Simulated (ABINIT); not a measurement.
# Si2W (I4/mmm) in ABINIT: notebook

One crystal, Si2W, is run at these levels: PBEsol, LDA; tasks: band structure.

All numbers are computed with ABINIT 10.8.3 (patched build); they aren't measurements. Logs are shortened: lines on timing, memory, paths and dates and some standing lists are left out, and cuts for length are marked. The log counts tension as positive stress, the text compression.

## (1) The structure

Symmetry: I4/mmm, No. 139, tetragonal system. Conventional cell: a = 3.214 Å, b = 3.214 Å, c = 7.830 Å, α = 90.00°, β = 90.00°, γ = 90.00°. W (site symmetry 4/mmm) is surrounded by 10 Si at 2.62 Å. Around Si (site symmetry 4mm) lie 5 Si at 2.59 to 2.63 Å and 5 W at 2.62 Å.

## (2) Band structure, PBEsol

Input file run.abi:

```
# Datasets: ground state, then fixed potential
ndtset 2

# Pseudopotentials
pp_dirpath "./"
pseudos "W.GGA_PBE-JTH.xml, Si.GGA_PBE-JTH.xml"

# Structure
acell 3*1.0
rprim
    -3.0366009097     3.0366009097     7.3981832916
     3.0366009097    -3.0366009097     7.3981832916
     3.0366009097     3.0366009097    -7.3981832916
ntypat 2
znucl 74 14
natom 3
typat 1 2 2
xred
     0.0000000000     0.0000000000     0.0000000000
     0.6653000000     0.6653000000     0.0000000000
     0.3347000000     0.3347000000     0.0000000000

# Plane-wave basis
ecut 16.0
pawecutdg 32.0

# Exchange and correlation
ixc -116133

# Bands and occupations
occopt 3
tsmear 0.05 eV

# SCF cycle
nstep 100

# Output
iomode 3
prtwf 0
prteig 0
prtebands 0
enunit 1
prtden1 1

# Dataset 1
kptopt1 1
ngkpt1 12 12 12
nshiftk1 1
shiftk1 0.0 0.0 0.0
nband1 15
tolvrs1 1.0e-9

# Dataset 2: bands along G-X-Y-S-G-Z-S1-N-P-Y1-Z
iscf2 -2
getden2 1
nband2 21
nbdbuf2 4
tolwfr2 1.0e-11
kptopt2 -10
ndivsm2 6
prteig2 1
kptbounds2
     0.0000000000     0.0000000000     0.0000000000
     0.0000000000     0.0000000000     0.5000000000
    -0.0842355210     0.0842355210     0.5000000000
    -0.2921177605     0.2921177605     0.2921177605
     0.0000000000     0.0000000000     0.0000000000
     0.5000000000     0.5000000000    -0.5000000000
     0.2921177605     0.7078822395    -0.2921177605
     0.0000000000     0.5000000000     0.0000000000
     0.2500000000     0.2500000000     0.2500000000
     0.5000000000     0.5000000000    -0.0842355210
     0.5000000000     0.5000000000    -0.5000000000
```

Potentials or basis: JTH PAW PBE v2.0.

Run with:

```
$ abinit run.abi > log 2>&1
```

run.abo:

```text
.Version 10.8.3 of ABINIT
 DATASET    1 : space group I4/m m m (#139); Bravais tI (body-center tetrag.)
================================================================================
 Values of the parameters that define the memory need for DATASET  1.
     intxc =       0    ionmov =       0      iscf =      17    lmnmax =      18
     lnmax =       6     mgfft =      32  mpssoang =       3    mqgrid =    3001
     natom =       3  nloc_mem =       2    nspden =       1   nspinor =       1
    nsppol =       1      nsym =      16    n1xccc =       1    ntypat =       2
    occopt =       3   xclevel =       2
       mpw =         849          nfft =       32768          nkpt =         163
 PAW method is used; the additional fine FFT grid is defined by:
   mgfftf=        45    nfftf =     91125
================================================================================
================================================================================

 DATASET    2 : space group I4/m m m (#139); Bravais tI (body-center tetrag.)
================================================================================
 Values of the parameters that define the memory need for DATASET  2.
     intxc =       0    ionmov =       0      iscf =      -2    lmnmax =      18
     lnmax =       6     mgfft =      32  mpssoang =       3    mqgrid =    3001
     natom =       3  nloc_mem =       2    nspden =       1   nspinor =       1
    nsppol =       1      nsym =      16    n1xccc =       1    ntypat =       2
    occopt =       3   xclevel =       2
       mpw =         857          nfft =       32768          nkpt =         213
 PAW method is used; the additional fine FFT grid is defined by:
   mgfftf=        45    nfftf =     91125
================================================================================
================================================================================

--------------------------------------------------------------------------------
------------- Echo of variables that govern the present computation ------------
--------------------------------------------------------------------------------
 -outvars: echo values of preprocessed input variables --------
            acell      1.0000000000E+00  1.0000000000E+00  1.0000000000E+00 Bohr
              amu      1.83850000E+02  2.80855000E+01
             ecut      1.60000000E+01 Hartree
           enunit           1
           getden1          0
           getden2          1
             iscf1         17
             iscf2         -2
                       outvar_i_n : Printing only first  50 k-points.
              ixc     -116133
           jdtset        1    2
                       outvar_i_n : Printing only first  50 k-points.
           kptopt1          1
           kptopt2        -10
         kptrlatt       12    0    0      0   12    0      0    0   12
          kptrlen1     7.28784218E+01
          kptrlen2     3.00000000E+01
            natom           3
            nband1         15
            nband2         21
           nbdbuf1          0
           nbdbuf2          4
           ndtset           2
           ndivsm1          0
           ndivsm2          6
            ngfft          32      32      32
          ngfftdg          45      45      45
             nkpt1        163
             nkpt2        213
            nstep         100
             nsym          16
           ntypat           2
                       prtocc : prtvol=0, do not print more k-points.
           occopt           3
        pawecutdg      3.20000000E+01 Hartree
         pawxcdev           0
        prtebands           0
           prteig1          0
           prteig2          1
            prtwf           0
            rprim     -3.0366009097E+00  3.0366009097E+00  7.3981832916E+00
                       3.0366009097E+00 -3.0366009097E+00  7.3981832916E+00
                       3.0366009097E+00  3.0366009097E+00 -7.3981832916E+00
           shiftk1     0.00000000E+00  0.00000000E+00  0.00000000E+00
           shiftk2     5.00000000E-01  5.00000000E-01  5.00000000E-01
          spgroup         139
           tolvrs1     1.00000000E-09
           tolvrs2     0.00000000E+00
           tolwfr1     0.00000000E+00
           tolwfr2     1.00000000E-11
           tsmear      1.83746611E-03 Hartree
            typat      1  2  2
           useylm           1
[... 279 lines left out ...]
  2.5594E-01  2.6957E-01  2.8838E-01  2.8838E-01  4.1550E-01  4.9499E-01
  5.0250E-01  5.0720E-01  5.0720E-01  5.6277E-01  6.0305E-01  6.0305E-01
  7.0852E-01  9.0883E-01  9.2663E-01
 Non-SCF case, kpt    2 (  0.00000  0.00000  0.01389), residuals and eigenvalues=
  8.67E-12  7.95E-12  6.07E-12  3.75E-12  3.96E-12  4.49E-12  7.30E-12  9.65E-12
  9.79E-12  7.07E-12  6.79E-12  8.15E-12  7.27E-12  5.48E-12  3.92E-12  3.20E-12
[... 1679 lines left out ...]
  5.46E-12  3.78E-12  3.17E-12  3.07E-12  3.84E-12  5.53E-12  8.64E-12  5.06E-12
  9.41E-12  9.66E-12  8.80E-12  8.92E-08  1.85E-05
 -2.3206E+00 -1.0074E+00 -1.0063E+00 -1.0063E+00 -4.0530E-02 -1.2512E-02
  2.5040E-01  2.9729E-01  3.6207E-01  3.6254E-01  3.7420E-01  3.7441E-01
  4.2228E-01  5.5991E-01  5.7266E-01  6.2049E-01  6.7945E-01  7.1871E-01
  7.2427E-01  7.3902E-01  7.4562E-01
 Non-SCF case, kpt  213 (  0.50000  0.50000 -0.50000), residuals and eigenvalues=
  9.36E-12  6.71E-12  6.43E-12  5.40E-12  6.57E-12  3.23E-12  4.32E-12  4.09E-12
  5.93E-12  9.53E-12  5.53E-12  7.79E-12  8.31E-12  7.46E-12  4.36E-12  6.16E-12
  8.46E-12  5.86E-12  9.91E-12  1.27E-08  7.70E-12
 -2.3206E+00 -1.0074E+00 -1.0062E+00 -1.0062E+00 -4.0677E-02 -1.2773E-02
  2.5065E-01  2.9811E-01  3.6233E-01  3.6233E-01  3.7449E-01  3.7449E-01
  4.2183E-01  5.5944E-01  5.7194E-01  6.2039E-01  6.8463E-01  7.1820E-01
  7.1820E-01  7.4099E-01  7.4904E-01

--- !ResultsGS
iteration_state: {dtset: 2, }
comment   : Summary of ground state results
lattice_vectors:
- [ -3.0366009,   3.0366009,   7.3981833, ]
- [  3.0366009,  -3.0366009,   7.3981833, ]
- [  3.0366009,   3.0366009,  -7.3981833, ]
lattice_lengths: [   8.55424,    8.55424,    8.55424, ]
lattice_angles: [138.415, 138.415,  60.268, ] # degrees, (23, 13, 12)
lattice_volume:   2.7287297E+02
convergence: {deltae:  0.000E+00, res2:  0.000E+00, residm:  9.998E-12, diffor:  0.000E+00, }
etotal    :  -7.71069335E+01
entropy   :   0.00000000E+00
fermie    :   3.93545528E-01
cartesian_stress_tensor: null
pressure_GPa: null
xred      :
- [  0.0000E+00,   0.0000E+00,   0.0000E+00,  W]
- [  6.6530E-01,   6.6530E-01,   2.2309E-17, Si]
- [  3.3470E-01,   3.3470E-01,   1.1223E-17, Si]
cartesian_forces: null
force_length_stats: {min: null, max: null, mean: null, }
...

 Integrated electronic density in atomic spheres:
 ------------------------------------------------
 Atom  Sphere_radius  Integrated_density
    1        2.41189         11.87515281
    2        1.90945          1.55200473
    3        1.90945          1.55200473

================================================================================

 ----iterations are completed or convergence reached----

 Mean square residual over all n,k,spin=   67.614E-13; max=  99.985E-13
 reduced coordinates (array xred) for    3 atoms
       0.000000000000      0.000000000000      0.000000000000
       0.665300000000      0.665300000000      0.000000000000
       0.334700000000      0.334700000000      0.000000000000

 cartesian coordinates (angstrom) at end:
    1      0.00000000000000     0.00000000000000     0.00000000000000
    2     -0.00000000000000     0.00000000000000     5.20923246646342
    3      0.00000000000000     0.00000000000000     2.62066752822081
 length scales=  1.000000000000  1.000000000000  1.000000000000 bohr
              =  0.529177210544  0.529177210544  0.529177210544 angstroms
 Eigenvalues (   eV  ) for nkpt= 213  k points:
 kpt#   1, nband= 21, wtk=  1.00000, kpt=  0.0000  0.0000  0.0000 (reduced coord)
 -63.14818  -27.39699  -27.38024  -27.38024   -3.38888    3.82611    6.96437    7.33548
   7.84712    7.84712   11.30642   13.46924   13.67368   13.80163   13.80163   15.31367
  16.40972   16.40972   19.27972   24.73052   25.21502
 kpt#   2, nband= 21, wtk=  1.00000, kpt=  0.0000  0.0000  0.0139 (reduced coord)
 -63.14815  -27.39691  -27.38065  -27.38060   -3.38257    3.83192    6.93201    7.33689
   7.82962    7.88098   11.27080   13.45761   13.69463   13.80644   13.80828   15.31483
  16.41492   16.43052   19.31515   24.44843   25.11267
 kpt#   3, nband= 21, wtk=  1.00000, kpt=  0.0000  0.0000  0.0278 (reduced coord)
 -63.14806  -27.39667  -27.38186  -27.38166   -3.36367    3.84930    6.84729    7.34113
   7.77808    7.96992   11.16717   13.42439   13.75601   13.82074   13.82732   15.31726
  16.43108   16.49132   19.41998   23.94802   24.95396
 kpt#   4, nband= 21, wtk=  1.00000, kpt=  0.0000  0.0000  0.0417 (reduced coord)
 -63.14791  -27.39627  -27.38387  -27.38343   -3.33222    3.87810    6.73237    7.34826
   7.69516    8.09100   11.00404   13.37408   13.84420   13.85349   13.85661   15.31823
  16.45984   16.58770   19.58996   23.40143   24.78782
 kpt#   5, nband= 21, wtk=  1.00000, kpt=  0.0000  0.0000  0.0556 (reduced coord)
[... 821 lines left out ...]
   9.80017    9.90945   10.12189   10.17326   11.57842   15.33677   15.73801   16.90915
  17.90949   19.66206   19.66588   19.94079   20.48164
 kpt# 211, nband= 21, wtk=  1.00000, kpt=  0.5000  0.5000 -0.4723 (reduced coord)
 -63.14778  -27.41323  -27.38287  -27.38277   -1.09089   -0.31925    6.79382    8.02460
   9.83192    9.88199   10.15961   10.18252   11.52583   15.27398   15.64143   16.89335
  18.20896   19.59861   20.02177   20.02179   20.06120
 kpt# 212, nband= 21, wtk=  1.00000, kpt=  0.5000  0.5000 -0.4861 (reduced coord)
 -63.14790  -27.41366  -27.38176  -27.38172   -1.10287   -0.34047    6.81379    8.08980
   9.85233    9.86512   10.18256   10.18831   11.49087   15.23599   15.58296   16.88448
  18.48887   19.55716   19.70848   20.10975   20.28947
 kpt# 213, nband= 21, wtk=  1.00000, kpt=  0.5000  0.5000 -0.5000 (reduced coord)
 -63.14796  -27.41388  -27.38140  -27.38140   -1.10687   -0.34756    6.82051    8.11194
   9.85943    9.85943   10.19027   10.19027   11.47856   15.22327   15.56339   16.88163
  18.62982   19.54317   19.54317   20.16343   20.38245

== END DATASET(S) ==============================================================
================================================================================

 -outvars: echo values of variables after computation  --------
            acell      1.0000000000E+00  1.0000000000E+00  1.0000000000E+00 Bohr
           etotal1    -7.7106933520E+01
            fcart1     2.4674188712E-20 -4.7605956121E-20  2.1325800514E-31
                      -2.5272462519E-20 -9.7552607351E-20  5.5218776828E-04
                       5.9827380706E-22  1.4515856347E-19 -5.5218776828E-04
            rprim     -3.0366009097E+00  3.0366009097E+00  7.3981832916E+00
                       3.0366009097E+00 -3.0366009097E+00  7.3981832916E+00
                       3.0366009097E+00  3.0366009097E+00 -7.3981832916E+00
           strten1     7.9636183842E-05  7.9636183842E-05  5.9211762852E-05
                       0.0000000000E+00  0.0000000000E+00  0.0000000000E+00
           xangst      0.0000000000E+00  0.0000000000E+00  0.0000000000E+00
                      -5.9880099207E-17  1.3157816673E-16  5.2092324665E+00
                       2.8863884685E-17  7.2060735279E-18  2.6206675282E+00
             xred      0.0000000000E+00  0.0000000000E+00  0.0000000000E+00
                       6.6530000000E-01  6.6530000000E-01  2.2309436670E-17
                       3.3470000000E-01  3.3470000000E-01  1.1223460775E-17
 Calculation completed.
```

Run time: 8.5 min. Hardware: 1 thread of Arm Neoverse V1, shared host; peak memory 0.18 GiB.

Results:

```
Free energy                                           : -2098.1866 eV
Pressure                                              : -2.1 GPa
Largest force                                         : 0.028 eV/Å
Band gap on the k mesh                                : none (metal or under the smearing width)
Valence electrons inside the program's atomic spheres : W 11.88; Si 1.55
```

Forces on the atoms (eV/Å):
```
W    0.000  0.000  0.000
Si   0.000  0.000  0.028
Si   0.000  0.000 -0.028
```

Stress tensor (GPa, compression positive):
```
-2.34  0.00  0.00
 0.00 -2.34  0.00
 0.00  0.00 -1.74
```

Levels at the corners of the path, in eV from the Fermi level:
| point | band 9 | band 10 | band 11 | band 12 | band 13 | band 14 |
| --- | --- | --- | --- | --- | --- | --- |
| Γ | -2.86 | -2.86 | 0.60 | 2.76 | 2.96 | 3.09 |
| X | -5.03 | -3.27 | -1.77 | 2.82 | 2.93 | 3.10 |
| Y | -4.09 | -3.13 | -2.33 | 1.98 | 2.11 | 3.02 |
| S | -2.72 | -2.49 | -0.33 | 1.78 | 2.51 | 3.57 |
| Γ | -2.86 | -2.86 | 0.60 | 2.76 | 2.96 | 3.09 |
| Z | -0.85 | -0.85 | -0.52 | -0.52 | 0.77 | 4.51 |
| S1 | -2.72 | -2.49 | -0.33 | 1.78 | 2.51 | 3.57 |
| N | -2.82 | -2.79 | -0.45 | 2.66 | 2.81 | 3.96 |
| P | -3.03 | -2.44 | -2.44 | 0.07 | 2.93 | 3.58 |
| Y1 | -4.09 | -3.13 | -2.33 | 1.98 | 2.11 | 3.02 |
| Z | -0.85 | -0.85 | -0.52 | -0.52 | 0.77 | 4.51 |

Caveat: the PAW data sets were made with another functional, which shifts forces and pressure a little; spin-orbit coupling is left out, which moves the levels of the heavy elements.

(Part 1 of 2 ends here.)
